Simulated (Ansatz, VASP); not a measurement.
## ZnCu: VASP beside Ansatz

The input INCAR:

```
SYSTEM = ZnCu
PREC = Accurate ; ENCUT = 520
EDIFF = 1E-6 ; ISMEAR = 0
SIGMA = 0.1 ; LREAL = .False.
LASPH = .True. ; NELM = 100
ALGO = Fast ; ISIF = 2
LWAVE = .False. ; LCHARG = .False.
GGA = PS ; NBANDS = 18
```

File KPOINTS:

```
regular mesh
0
Gamma
  14 14 14
  0 0 0
```

The input POSCAR:

```
ZnCu
1.0
    2.8884265500      0.0000000000      0.0000000000
    0.0000000000      2.8442515500      0.0000000000
    0.0000000000      0.0000000000      2.8884265500
Zn Cu
1 1
Direct
    0.5000000000      0.5509337861      0.5000000000
    0.0000000000     -0.0509337861      0.0000000000
```

Input for Ansatz:

```yaml
crystal:
  lattice:
    - [2.88842655, 0.0, 0.0]
    - [0.0, 2.84425155, 0.0]
    - [0.0, 0.0, 2.88842655]
  atoms:
    - { symbol: Zn, position: [0.5, 0.5509337861, 0.5] }
    - { symbol: Cu, position: [0.0, -0.0509337861, 0.0] }
basis:
  ecutwfc: 420
kpoints:
  mp_grid: { grid: [14, 14, 14] }
hamiltonian:
  xc: pbesol
scf:
  occupations: { method: gaussian, width: 0.1 }
output:
  forces: true
  stress: true
  eigenvalues: true
```

Alike in both runs: task single point; functional PBEsol; k mesh 14 × 14 × 14; occupations gaussian, width 0.1 eV; no spin polarisation.

|  | VASP | Ansatz |
| --- | --- | --- |
| version | VASP 6.6.1 | Ansatz 0.2.0 |
| potentials or method | VASP PAW PBE potentials, release 64 (Zn, Cu) | scalar-relativistic, plane waves, PAW |
| plane-wave cutoff (eV) | 520 | 420 |
| valence electrons in the cell | 23 | 31 |

```tsv
	VASP	Ansatz	Ansatz less VASP
gap on the k mesh at the Fermi level (eV)	none	none	-
pressure (GPa)	11.9	11.1	-0.81
largest component of the traceless stress (GPa)	4.02	3.94	-0.078
rms of the force components (eV/Å)	0.991	0.976	-0.0154
```

Atom by atom the forces differ by 0.015 eV/Å (rms over components). A gap of «none» marks a metal or a gap that the smearing closes. The two sets of potentials don't hold the same shells in valence.

Caveats: the PAW data sets were made with another functional, which shifts forces and pressure a little (VASP).
